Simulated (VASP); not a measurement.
LiF (strained rocksalt): one GW calculation on PBE orbitals in two programs

```yaml
crystal:
  lattice:
    - [0.00000, 1.99487, 1.99487]
    - [2.00485, 0.00000, 1.99487]
    - [2.00485, 1.99487, 0.00000]
  atoms:
    - { symbol: Li, position: [0.00000, 0.00000, 0.00000] }
    - { symbol: F, position: [0.50000, 0.50000, 0.50000] }
```

Each program uses its own PAW datasets. VASP's cell holds 10 valence electrons and Ansatz's 10. Both sum 66 empty bands with a screening cutoff of 150 eV, short of the basis and mesh limit, and the G₀W₀ gap is that of the linearised levels of the first step.

Cutoffs: 500 eV in VASP, 420 eV in Ansatz. k meshes: 6×6×6 and 6×6×6.

|  | VASP | Ansatz |
| --- | --- | --- |
| PBE gap on the mesh | 9.27 eV | 9.29 eV |
| G₀W₀ gap on the mesh | 13.50 eV | 13.59 eV |
